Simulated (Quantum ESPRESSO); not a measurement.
# KCl (Sylvite) (Fm-3m) in Quantum ESPRESSO: a series of runs

One crystal, KCl (Sylvite), is run at these levels: PBE, PBE+D3(BJ); tasks: band structure, single point, equation of state.

Everything below comes from runs of Quantum ESPRESSO 7.5. Logs are shortened: lines on timing, memory, paths and dates and some standing lists are left out, and cuts for length are marked.

**The experiment to reproduce.**

From a printed reference work, monograph, for a bulk crystal of KCl: band gap 8.68 eV.

How close the calculation comes is told below.

**1. The crystal as given**

The structure is cubic, space group Fm-3m (No. 225). The conventional cell has a = 6.293 Å, b = 6.293 Å, c = 6.293 Å, α = 90.00°, β = 90.00°, γ = 90.00°. K (site symmetry m-3m) is surrounded by 6 Cl at 3.15 Å. Around Cl (site symmetry m-3m) lie 6 K at 3.15 Å.

**2. Band structure, PBE**

pw.in

```
&CONTROL
  calculation = 'scf'
  prefix = 'pwscf'
  outdir = './tmp'
  pseudo_dir = './pseudo'
  tprnfor = .true.
  tstress = .true.
  disk_io = 'low'
/
&SYSTEM
  ibrav = 0
  A = 4.44978055
  nat = 2
  ntyp = 2
  ecutwfc = 74
  nbnd = 14
  occupations = 'smearing'
  smearing = 'fd'
  degauss = 0.00367493
/
&ELECTRONS
  conv_thr = 4d-10
  electron_maxstep = 120
  mixing_beta = 0.5
/
ATOMIC_SPECIES
K     39.0983 K.upf
Cl    35.4500 Cl.upf
CELL_PARAMETERS alat
   0.0000000000    0.7071067808    0.7071067808
   0.7071067808    0.0000000000    0.7071067808
   0.7071067808    0.7071067808    0.0000000000
ATOMIC_POSITIONS alat
K      0.0000000000    0.0000000000    0.0000000000
Cl     0.7071067808    0.7071067808    0.7071067808
K_POINTS automatic
7 7 7 0 0 0
```

bands.in

```
&CONTROL
  calculation = 'bands'
  prefix = 'pwscf'
  outdir = './tmp'
  pseudo_dir = './pseudo'
  disk_io = 'low'
  verbosity = 'high'
/
&SYSTEM
  ibrav = 0
  A = 4.44978055
  nat = 2
  ntyp = 2
  ecutwfc = 74
  nbnd = 14
  occupations = 'smearing'
  smearing = 'fd'
  degauss = 0.00367493
/
&ELECTRONS
  conv_thr = 1d-08
  electron_maxstep = 120
  mixing_beta = 0.5
  diago_full_acc = .true.
/
ATOMIC_SPECIES
K     39.0983 K.upf
Cl    35.4500 Cl.upf
CELL_PARAMETERS alat
   0.0000000000    0.7071067808    0.7071067808
   0.7071067808    0.0000000000    0.7071067808
   0.7071067808    0.7071067808    0.0000000000
ATOMIC_POSITIONS alat
K      0.0000000000    0.0000000000    0.0000000000
Cl     0.7071067808    0.7071067808    0.7071067808
K_POINTS crystal
60
 0.0000000000  0.0000000000  0.0000000000 1
 0.0625000000  0.0000000000  0.0625000000 1
 0.1250000000  0.0000000000  0.1250000000 1
 0.1875000000  0.0000000000  0.1875000000 1
 0.2500000000  0.0000000000  0.2500000000 1
 0.3125000000  0.0000000000  0.3125000000 1
 0.3750000000  0.0000000000  0.3750000000 1
 0.4375000000  0.0000000000  0.4375000000 1
 0.5000000000  0.0000000000  0.5000000000 1
 0.5000000000  0.0625000000  0.5625000000 1
 0.5000000000  0.1250000000  0.6250000000 1
 0.5000000000  0.1875000000  0.6875000000 1
 0.5000000000  0.2500000000  0.7500000000 1
 0.4375000000  0.3125000000  0.7500000000 1
 0.3750000000  0.3750000000  0.7500000000 1
 0.3375000000  0.3375000000  0.6750000000 1
 0.3000000000  0.3000000000  0.6000000000 1
 0.2625000000  0.2625000000  0.5250000000 1
 0.2250000000  0.2250000000  0.4500000000 1
 0.1875000000  0.1875000000  0.3750000000 1
 0.1500000000  0.1500000000  0.3000000000 1
 0.1125000000  0.1125000000  0.2250000000 1
 0.0750000000  0.0750000000  0.1500000000 1
 0.0375000000  0.0375000000  0.0750000000 1
 0.0000000000  0.0000000000  0.0000000000 1
 0.0625000000  0.0625000000  0.0625000000 1
 0.1250000000  0.1250000000  0.1250000000 1
 0.1875000000  0.1875000000  0.1875000000 1
 0.2500000000  0.2500000000  0.2500000000 1
 0.3125000000  0.3125000000  0.3125000000 1
 0.3750000000  0.3750000000  0.3750000000 1
 0.4375000000  0.4375000000  0.4375000000 1
 0.5000000000  0.5000000000  0.5000000000 1
 0.5250000000  0.4500000000  0.5250000000 1
 0.5500000000  0.4000000000  0.5500000000 1
 0.5750000000  0.3500000000  0.5750000000 1
 0.6000000000  0.3000000000  0.6000000000 1
 0.6250000000  0.2500000000  0.6250000000 1
 0.5833333333  0.2500000000  0.6666666667 1
 0.5416666667  0.2500000000  0.7083333333 1
 0.5000000000  0.2500000000  0.7500000000 1
 0.5000000000  0.2857142857  0.7142857143 1
 0.5000000000  0.3214285714  0.6785714286 1
 0.5000000000  0.3571428571  0.6428571429 1
 0.5000000000  0.3928571429  0.6071428571 1
 0.5000000000  0.4285714286  0.5714285714 1
 0.5000000000  0.4642857143  0.5357142857 1
 0.5000000000  0.5000000000  0.5000000000 1
 0.4821428571  0.4821428571  0.5357142857 1
 0.4642857143  0.4642857143  0.5714285714 1
 0.4464285714  0.4464285714  0.6071428571 1
 0.4285714286  0.4285714286  0.6428571429 1
 0.4107142857  0.4107142857  0.6785714286 1
 0.3928571429  0.3928571429  0.7142857143 1
 0.3750000000  0.3750000000  0.7500000000 1
 0.6250000000  0.2500000000  0.6250000000 1
 0.5937500000  0.1875000000  0.5937500000 1
 0.5625000000  0.1250000000  0.5625000000 1
 0.5312500000  0.0625000000  0.5312500000 1
 0.5000000000  0.0000000000  0.5000000000 1
```

Potentials or basis: PseudoDojo 0.4.1 SR PBE standard.

Run with:

```sh
OMP_NUM_THREADS=1 pw.x -in pw.in > pw.out
OMP_NUM_THREADS=1 pw.x -in bands.in > bands.out
```

pw.out:

```text
This program is part of the open-source Quantum ESPRESSO suite
     for quantum simulation of materials; please cite
[... 9 lines left out ...]
     --------------------
     sticks:   dense  smooth     PW     G-vecs:    dense   smooth      PW
     Sum        1429    1429    421                36085    36085    5601

     Using Slab Decomposition

     bravais-lattice index     =            0
     lattice parameter (alat)  =       8.4089  a.u.
     unit-cell volume          =     420.4336 (a.u.)^3
     number of atoms/cell      =            2
     number of atomic types    =            2
     number of electrons       =        16.00
     number of Kohn-Sham states=           14
     kinetic-energy cutoff     =      74.0000  Ry
     charge density cutoff     =     296.0000  Ry
     scf convergence threshold =      4.0E-10
     mixing beta               =       0.5000
     number of iterations used =            8  plain     mixing
     Exchange-correlation= PBE
                           (   1   4   3   4   0   0   0)

     celldm(1)=   8.408867  celldm(2)=   0.000000  celldm(3)=   0.000000
     celldm(4)=   0.000000  celldm(5)=   0.000000  celldm(6)=   0.000000

     crystal axes: (cart. coord. in units of alat)
               a(1) = (   0.000000   0.707107   0.707107 )
               a(2) = (   0.707107   0.000000   0.707107 )
               a(3) = (   0.707107   0.707107   0.000000 )

     reciprocal axes: (cart. coord. in units 2 pi/alat)
               b(1) = ( -0.707107  0.707107  0.707107 )
               b(2) = (  0.707107 -0.707107  0.707107 )
               b(3) = (  0.707107  0.707107 -0.707107 )

     PseudoPot. # 1 for K  read from file:
     K.upf
     Pseudo is Norm-conserving + core correction, Zval =  9.0
     Generated using ONCVPSP code by D. R. Hamann
     Using radial grid of 2222 points,  6 beta functions with:
                l(1) =   0
                l(2) =   0
                l(3) =   1
                l(4) =   1
                l(5) =   2
                l(6) =   2

     PseudoPot. # 2 for Cl read from file:
     Cl.upf
     Pseudo is Norm-conserving + core correction, Zval =  7.0
     Generated using ONCVPSP code by D. R. Hamann
     Using radial grid of 1028 points,  6 beta functions with:
                l(1) =   0
                l(2) =   0
                l(3) =   1
                l(4) =   1
                l(5) =   2
                l(6) =   2

     atomic species   valence    mass     pseudopotential
     K                 9.00    39.09830     K ( 1.00)
     Cl                7.00    35.45000     Cl( 1.00)

     48 Sym. Ops., with inversion, found

   Cartesian axes

     site n.     atom                  positions (alat units)
         1        K      tau(   1) = (   0.0000000   0.0000000   0.0000000  )
         2        Cl     tau(   2) = (   0.7071068   0.7071068   0.7071068  )

     number of k points=    20  Fermi-Dirac smearing, width (Ry)=  0.0037
                       cart. coord. in units 2pi/alat
        k(    1) = (   0.0000000   0.0000000   0.0000000), wk =   0.0058309
        k(    2) = (   0.1010153   0.1010153  -0.1010153), wk =   0.0466472
        k(    3) = (   0.2020305   0.2020305  -0.2020305), wk =   0.0466472
        k(    4) = (   0.3030458   0.3030458  -0.3030458), wk =   0.0466472
        k(    5) = (   0.2020305  -0.0000000   0.0000000), wk =   0.0349854
        k(    6) = (   0.3030458   0.1010153  -0.1010153), wk =   0.1399417
[... 12 lines left out ...]
        k(   19) = (  -0.1010153  -0.5050763   0.7071068), wk =   0.1399417
        k(   20) = (   0.0000000  -0.4040610   0.6060915), wk =   0.1399417

     Dense  grid:    36085 G-vectors     FFT dimensions: (  48,  48,  48)

     Initial potential from superposition of free atoms

     starting charge      15.9808, renormalised to      16.0000
     Starting wfcs are    9 randomized atomic wfcs +    5 random wfcs

     Self-consistent Calculation

     iteration #  1     ecut=    74.00 Ry     beta= 0.50
     Davidson diagonalization with overlap
[... 56 lines left out ...]
          k = 0.2020 0.2020-0.2020 (  4531 PWs)   bands (ev):

   -26.2844 -11.3324  -9.7570  -9.7570  -9.5993   0.2075   0.7005   0.7005
     7.6227   9.0886  10.2281  10.2281  11.1269  11.1269

          k = 0.3030 0.3030-0.3030 (  4506 PWs)   bands (ev):

   -26.2808 -11.3906  -9.7601  -9.7601  -9.5223  -0.1047   0.5947   0.5947
     8.3901   9.4170  11.1690  11.1690  11.9866  11.9867

          k = 0.2020-0.0000 0.0000 (  4524 PWs)   bands (ev):

   -26.2883 -11.2524  -9.7617  -9.7617  -9.6897   0.5756   0.8511   0.8511
     6.6865   8.7618   9.7873   9.7873  10.2832  10.6644

          k = 0.3030 0.1010-0.1010 (  4535 PWs)   bands (ev):

   -26.2847 -11.2923  -9.7699  -9.7663  -9.6406   0.2872   0.7263   0.7599
     7.4956   8.5577  10.3570  10.4742  10.6869  11.2672

          k = 0.4041 0.2020-0.2020 (  4521 PWs)   bands (ev):

   -26.2808 -11.3385  -9.7745  -9.7716  -9.5846   0.0369   0.5754   0.6403
     8.3521   8.9758  10.9818  11.3730  11.4541  11.6421

          k =-0.2020-0.4041 0.4041 (  4514 PWs)   bands (ev):

   -26.2796 -11.3577  -9.7860  -9.7655  -9.5561  -0.0460   0.5435   0.5801
     8.6173   9.4025  11.1355  11.3197  11.5925  12.7005

          k =-0.1010-0.3030 0.3030 (  4525 PWs)   bands (ev):

   -26.2820 -11.3379  -9.7877  -9.7562  -9.5785   0.0899   0.6205   0.6447
     8.1721   9.0185  10.4400  11.0037  11.0882  11.9271

          k =-0.0000-0.2020 0.2020 (  4543 PWs)   bands (ev):

   -26.2861 -11.2919  -9.7731  -9.7506  -9.6427   0.3900   0.7347   0.7866
     7.2115   8.9098   9.7574  10.2300  10.6075  11.0070

          k = 0.4041-0.0000 0.0000 (  4552 PWs)   bands (ev):

   -26.2825 -11.2471  -9.7851  -9.7851  -9.6959   0.2246   0.7517   0.7517
     7.8590   7.9678  10.6690  11.1288  11.1288  11.5190

          k = 0.5051 0.1010-0.1010 (  4520 PWs)   bands (ev):

   -26.2795 -11.2307  -9.8083  -9.7912  -9.7150   0.1870   0.6182   0.6828
     7.9251   8.7092  11.0893  11.2355  11.6864  11.8909

          k =-0.1010-0.5051 0.5051 (  4518 PWs)   bands (ev):

   -26.2780 -11.2562  -9.8410  -9.7836  -9.6601   0.1993   0.4390   0.6070
     8.3866   9.5545  10.6856  11.0396  11.7192  12.0144

          k = 0.0000-0.4041 0.4041 (  4514 PWs)   bands (ev):

   -26.2791 -11.3042  -9.8304  -9.7680  -9.6002   0.1063   0.5043   0.5797
     8.7472   9.2204  10.5658  11.0591  11.3950  12.6788

          k = 0.6061-0.0000 0.0000 (  4508 PWs)   bands (ev):

   -26.2779 -11.1407  -9.8549  -9.8041  -9.8041   0.2289   0.6895   0.6895
     7.4957   9.0079  11.0312  11.1072  11.7503  12.3826

          k =-0.0000-0.6061 0.6061 (  4510 PWs)   bands (ev):

   -26.2772 -11.1530  -9.8845  -9.8008  -9.7640   0.2805   0.5536   0.6555
     7.7034   9.5835  10.5218  11.3010  11.3161  12.3347

          k = 0.4041 0.2020 0.0000 (  4525 PWs)   bands (ev):

   -26.2814 -11.2920  -9.7990  -9.7706  -9.6325   0.1580   0.6365   0.6655
     8.2667   8.4262  10.8981  10.9413  11.2853  11.7034

          k =-0.2020-0.4041 0.6061 (  4527 PWs)   bands (ev):

   -26.2787 -11.2904  -9.8146  -9.7891  -9.6205   0.1197   0.5127   0.5768
     8.6878   9.0881  10.6973  11.2472  11.7467  12.2281

          k =-0.1010-0.5051 0.7071 (  4516 PWs)   bands (ev):

   -26.2777 -11.1980  -9.8498  -9.8200  -9.7076   0.2610   0.5477   0.5882
     8.0267   9.4021  10.4273  11.3414  11.5609  12.3398

          k = 0.0000-0.4041 0.6061 (  4497 PWs)   bands (ev):

   -26.2774 -11.2254  -9.8557  -9.8199  -9.6609   0.3248   0.4006   0.5414
     8.6254   9.3250  10.4078  10.8096  12.2301  12.3106

     the Fermi energy is     3.2027 ev

!    total energy              =     -93.19688296 Ry
     estimated scf accuracy    <          7.2E-11 Ry
     smearing contrib. (-TS)   =       0.00000000 Ry
     internal energy E=F+TS    =     -93.19688296 Ry

     The total energy is F=E-TS. E is the sum of the following terms:
     one-electron contribution =     -29.53923101 Ry
     hartree contribution      =      19.88450497 Ry
     xc contribution           =     -21.87527687 Ry
     ewald contribution        =     -61.66688004 Ry

     convergence has been achieved in   9 iterations

     Forces acting on atoms (cartesian axes, Ry/au):

     atom    1 type  1   force =     0.00000000    0.00000000    0.00000000
     atom    2 type  2   force =     0.00000000    0.00000000    0.00000000

     Total force =     0.000000     Total SCF correction =     0.000000

     Computing stress (Cartesian axis) and pressure

          total   stress  (Ry/bohr**3)                   (kbar)     P=        7.40
   0.00005030   0.00000000   0.00000000            7.40        0.00        0.00
   0.00000000   0.00005030   0.00000000            0.00        7.40        0.00
   0.00000000   0.00000000   0.00005030            0.00        0.00        7.40

=------------------------------------------------------------------------------=
   JOB DONE.
=------------------------------------------------------------------------------=
```

Wall time 68 s (1 thread of Arm Neoverse V2, shared host); peak memory 0.1 GiB.

Results:

```
Free energy             : -1268.0082 eV
Pressure                : 0.7 GPa
Band gap on the k mesh  : 5.19 eV, direct
Band gap along the path : 5.19 eV, direct
```

Levels at the corners of the path, in eV from the valence-band top:
| point | band 6 | band 7 | band 8 | band 9 | band 10 | band 11 |
| --- | --- | --- | --- | --- | --- | --- |
| Γ | 0.00 | 0.00 | 0.00 | 5.19 | 8.37 | 8.37 |
| X | -0.66 | -0.22 | -0.22 | 6.53 | 8.34 | 10.07 |
| W | -0.49 | -0.47 | -0.47 | 8.03 | 8.03 | 9.44 |
| K | -0.56 | -0.55 | -0.29 | 7.27 | 9.07 | 9.30 |
| Γ | 0.00 | 0.00 | 0.00 | 5.19 | 8.37 | 8.37 |
| L | -1.05 | -0.32 | -0.32 | 7.58 | 8.60 | 10.50 |
| U | -0.56 | -0.55 | -0.29 | 7.27 | 9.07 | 9.30 |
| W | -0.49 | -0.47 | -0.47 | 8.03 | 8.03 | 9.44 |
| L | -1.05 | -0.32 | -0.32 | 7.58 | 8.60 | 10.50 |
| K | -0.56 | -0.55 | -0.29 | 7.27 | 9.07 | 9.30 |
| U | -0.56 | -0.55 | -0.29 | 7.27 | 9.07 | 9.30 |
| X | -0.66 | -0.22 | -0.22 | 6.53 | 8.34 | 10.07 |

Caveat: some levels on the path didn't converge.

**3. Single point, PBE+D3(BJ), 29.28 Å³/atom**

pw.in

```
&CONTROL
  calculation = 'scf'
  prefix = 'pwscf'
  outdir = './tmp'
  pseudo_dir = './pseudo'
  tprnfor = .true.
  tstress = .true.
  disk_io = 'nowf'
/
&SYSTEM
  ibrav = 0
  nat = 2
  ntyp = 2
  ecutwfc = 74
  nbnd = 14
  occupations = 'smearing'
  smearing = 'fd'
  degauss = 0.00367493
  vdw_corr = 'grimme-d3'
  dftd3_version = 4
/
&ELECTRONS
  conv_thr = 4d-10
  electron_maxstep = 120
  mixing_beta = 0.5
/
ATOMIC_SPECIES
K     39.0983 K.upf
Cl    35.4500 Cl.upf
CELL_PARAMETERS angstrom
   0.0000000000    3.0822383035    3.0822383035
   3.0822383035    0.0000000000    3.0822383035
   3.0822383035    3.0822383035    0.0000000000
ATOMIC_POSITIONS crystal
K      0.0000000000    0.0000000000    0.0000000000
Cl     0.5000000000    0.5000000000    0.5000000000
K_POINTS automatic
7 7 7 0 0 0
```

Potentials or basis: PseudoDojo 0.4.1 SR PBE standard.

Run with:

```sh
OMP_NUM_THREADS=1 pw.x -in pw.in > pw.out
```

Wall time 18 s (1 thread of Arm Neoverse V2, shared host); peak memory 0.09 GiB.

It converged, with:

```yaml
Free_energy: -1268.3682 eV
Pressure: 1.1 GPa
Band_gap_on_the_k_mesh: 5.41 eV, direct
```

(Continued in part 2 of 2.)
